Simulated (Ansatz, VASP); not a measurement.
## AlRu (AlRu (110), 3 layers) in VASP and in Ansatz

INCAR

```
SYSTEM = AlRu
PREC = Accurate
ENCUT = 520
EDIFF = 1E-6
ISMEAR = -1
SIGMA = 0.05
LREAL = .False.
LASPH = .True.
NELM = 60
ALGO = Normal
ISIF = 2
LWAVE = .False.
LCHARG = .True.
LDIPOL = .True.
IDIPOL = 3
DIPOL = 0.5 0.5 0.500
GGA = CA
LELF = .True.
LVHAR = .True.
LVACPOTAV = .True.
NBANDS = 34
```

KPOINTS

```
regular mesh
0
Gamma
  12 9 1
  0 0 0
```

The input POSCAR:

```
AlRu
1.0
    2.9535694198      0.0000000000      0.0000000000
    0.0000000000      4.1769779308      0.0000000000
    0.0000000000      0.0000000000     20.1770000000
Ru Al
3 3
Direct
    0.7500000000      0.2500000000      0.3964916011
    0.7500000000      0.7500000000      0.5000000000
    0.7500000000      0.2500000000      0.6035083989
    0.2500000000      0.7500000000      0.3964916011
    0.2500000000      0.2500000000      0.5000000000
    0.2500000000      0.7500000000      0.6035083989
```

Input for Ansatz:

```yaml
crystal:
  lattice:
    - [2.9535694198, 0.0, 0.0]
    - [0.0, 4.1769779308, 0.0]
    - [0.0, 0.0, 20.177]
  atoms:
    - { symbol: Ru, position: [0.75, 0.25, 0.3964916011] }
    - { symbol: Al, position: [0.25, 0.75, 0.3964916011] }
    - { symbol: Ru, position: [0.75, 0.75, 0.5] }
    - { symbol: Al, position: [0.25, 0.25, 0.5] }
    - { symbol: Ru, position: [0.75, 0.25, 0.6035083989] }
    - { symbol: Al, position: [0.25, 0.75, 0.6035083989] }
kpoints:
  mp_grid: { grid: [12, 9, 1] }
scf:
  occupations: { method: fermi_dirac, width: 0.05 }
hamiltonian:
  xc: lda
  pseudopotentials: { kind: paw }
output:
  forces: true
  stress: true
  eigenvalues: true
  populations: true
efield:
  axis: 3
  amplitude: 0
  dipole_correction: true
```

Alike in both runs: task single point; functional LDA; k mesh 12 × 9 × 1; occupations fermi-dirac, width 0.05 eV; no spin polarisation.

|  | VASP | Ansatz |
| --- | --- | --- |
| version | VASP 6.6.1 | Ansatz 0.2.0 |
| potentials or method | VASP PAW LDA potentials, release 64 (Ru_pv, Al) | PAW with Ansatz's default frozen-core files, scalar-relativistic |
| plane-wave cutoff (eV) | 520 | 420 |
| valence electrons in the cell | 51 | 57 |

Ansatz gave:

| Quantity | Value |
| --- | --- |
| rms of the force components (eV/Å) | 0.118 |

**Question.** Estimate VASP's values.

**Answer.** rms of the force components (eV/Å): 0.104.

The two sets of potentials don't hold the same shells in valence.
